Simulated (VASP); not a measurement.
Write the native input for VASP 6.6.1 that does the following.

```yaml
Task: band structure
Functional: TPSS
Dispersion: D3
Potentials_or_basis: VASP PAW PBE potentials, release 64 (Pt_sv_GW)
Cutoff: 600 eV
k_mesh: 9 × 9 × 9
Occupations: gaussian, width 0.05 eV
Spin: collinear spin, ferromagnetic start, spin-orbit coupling
Starting_moments: "[[0.5, 0.0, 0.0]] μB"
Further_INCAR_settings: ALGO = Normal; EDIFF = 1e-06
```

The structure of Pt lies in POSCAR:

```
Pt
1.0
   -0.0111040000      1.9654650000      1.9016640000
    2.0313790000      0.0005720000      1.8899880000
    2.0270520000      1.9494620000      0.0048990000
Pt
1
Direct
    0.0000000000      0.0000000000      0.0000000000
```

The cell isn't the ideal one: cell strained at random at fixed volume.

These files were run (other wordings do the same):

INCAR

```
SYSTEM = Pt
PREC     = Accurate       ! precision mode
ENCUT    = 600            ! plane-wave cutoff, eV
EDIFF    = 1E-6           ! SCF threshold, eV
ISMEAR   = 0              ! smearing method
SIGMA    = 0.05           ! smearing width, eV
LREAL    = .False.        ! projectors in reciprocal space
LASPH    = .True.         ! aspherical terms in the spheres
NELM     = 60             ! most SCF steps
ALGO     = Normal         ! electronic algorithm
ISIF     = 2              ! what is computed and relaxed
LWAVE    = .False.        ! write WAVECAR
LCHARG   = .False.        ! write CHGCAR
MAGMOM   = 0.5 0 0        ! initial moments
LORBIT   = 11             ! projections on sites
LSORBIT  = .True.         ! spin-orbit coupling
GGA_COMPAT= .False.      
LORBMOM  = .True.       
LMAXMIX  = 4              ! l up to which the mixer works
METAGGA  = TPSS           ! meta-GGA
LMIXTAU  = .True.       
IVDW     = 11             ! dispersion correction
```

KPOINTS

```
regular mesh
0
Gamma
  9 9 9
  0 0 0
```

KPOINTS_OPT

```
path XGY,LGZ,NGM,RG
15
line-mode
reciprocal
 0.0000000000  0.0000000000 -0.5000000000  X
 0.0000000000  0.0000000000  0.0000000000  G

 0.0000000000  0.0000000000  0.0000000000  G
-0.5000000000  0.0000000000  0.0000000000  Y

-0.5000000000  0.0000000000 -0.5000000000  L
 0.0000000000  0.0000000000  0.0000000000  G

 0.0000000000  0.0000000000  0.0000000000  G
 0.5000000000  0.5000000000  0.5000000000  Z

 0.5000000000  0.5000000000  0.0000000000  N
 0.0000000000  0.0000000000  0.0000000000  G

 0.0000000000  0.0000000000  0.0000000000  G
 0.0000000000  0.5000000000  0.5000000000  M

 0.0000000000  0.5000000000  0.0000000000  R
 0.0000000000  0.0000000000  0.0000000000  G
```

Potentials or basis: VASP PAW PBE potentials, release 64 (Pt_sv_GW).

Run with:

```console
$ cat potpaw_PBE.64/Pt_sv_GW/POTCAR > POTCAR
$ mpirun -np 1 vasp_ncl > vasp.out
```

Results of the run:

| Item | Value |
| --- | --- |
| Pressure | -9.3 GPa |
| Net moment | 0.00 μB per cell |
| Valence electrons inside the program's atomic spheres | Pt 17.66 |
| Dispersion energy per atom | -1.063 eV |

Caveat: the PAW data sets were made with another functional, which shifts forces and pressure a little.

Run time: 14 min on 1 thread of Intel(R) Xeon(R) 6975P-C (Granite Rapids) (shared host), peak memory 0.57 GiB.
